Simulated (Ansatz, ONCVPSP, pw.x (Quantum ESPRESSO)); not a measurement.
Hf: one change to the ONCV potential, in the atom and in the bcc crystal

```
Element                 : Hf (Z = 72)
Generator               : ONCVPSP 4.0.1.1 (patched build)
Type                    : optimised norm-conserving Vanderbilt (ONCV)
Functional              : PBE
Relativity              : scalar-relativistic
Frozen core             : [Kr] 4d10 4f14
Valence charge          : 12
Reference configuration : 5s2 5p6 5d2 6s0.5 (charge +1.5)
Partial waves           : 5s+6s: rc 1.60 bohr, ncon 4, nbas 7, qcut 7 1/bohr, 2 projectors; 5p: rc 1.85 bohr, ncon 3, nbas 6, qcut 8.5 1/bohr, 3 projectors, debl 2.9 Ha; 5d: rc 2.35 bohr, ncon 5, nbas 9, qcut 5.2 1/bohr, 3 projectors, debl 1.6 Ha
Local potential         : polynomial inside 1.45 bohr (lpopt 5, dvloc0 6 Ha)
Core correction         : Teter function, fcfact 5.25, rcfact 1.35
```

Change: reference 5s2 5p6 5d1; wave 5s+6s: rc 1.60 bohr, ncon 4, nbas 7, qcut 7 1/bohr, 2 projectors becomes 5s: rc 1.60 bohr, ncon 4, nbas 7, qcut 7 1/bohr, 2 projectors, debl 3.9 Ha.

Cutoffs, loose and tight: the cutoffs (Ha) at which the residual kinetic energy of the hardest occupied pseudo-wave falls to 1 and 0.1 mHa per electron. They do not see the model core or the augmentation charge, which bear on the density cutoff. Test errors are all-electron minus pseudo excitation energies from the reference, over the configurations 5s2 5p6 5d2 6s2; 5s2 5p6 5d2 6s1; 5s2 5p6 5d2 6s0; 5s1 5p6 5d2 6s2; variants that change the core or the reference have their own tests.

Crystal test: bcc Hf in pw.x 7.5, no spin, 13³ k-points, Fermi–Dirac smearing 0.01 Ry, cutoffs set for each file from its atomic test. The reference is all-electron LAPW (Ansatz 0.2.0) with the same functional, mesh and smearing; V0 and B0 come from Birch–Murnaghan fits to the pressures at five volumes. Errors are pseudo minus all-electron; Δ is the rms difference of the E(V) curves that follow from these fits, minima aligned, over ±6 % about the mean V0. Mesh and smearing are coarse, so the numbers serve the comparison and aren't converged zero-temperature values; the lattice is a test structure that the element need not adopt.

All-electron: a0 = 3.553 Å (V0 = 22.42 Å³/atom), B0 = 98.4 GPa.

Q: Does the change bring the crystal closer to the all-electron result?

A: The mean pressure error goes from -3.64 to -6.10 GPa, so the change moves the solid further from the all-electron pressures.

| quantity | base | changed |
| --- | --- | --- |
| outcome (atom) | generated | generated |
| cutoff, loose (atom) | 20 Ha | 20 Ha |
| cutoff, tight (atom) | 25 Ha | 25 Ha |
| bound ghosts (atom) | none | none |
| largest test error (meV) (atom) | -356 | +65 |
| cutoffs in pw.x (Ry) | 60/240 | 60/240 |
| a0 (Å) | 3.507 | – |
| a0 error (%) | -1.28 | – |
| B0 error (%) | -0.5 | – |
| Δ (meV/atom) | 18.4 | – |
| mean pressure error (GPa) | -3.64 | -6.10 |

A dash: not determined, or the minimum lies outside the volumes sampled.

Base: This is a poor potential for the solid. Changed file: This is a poor potential for the solid.
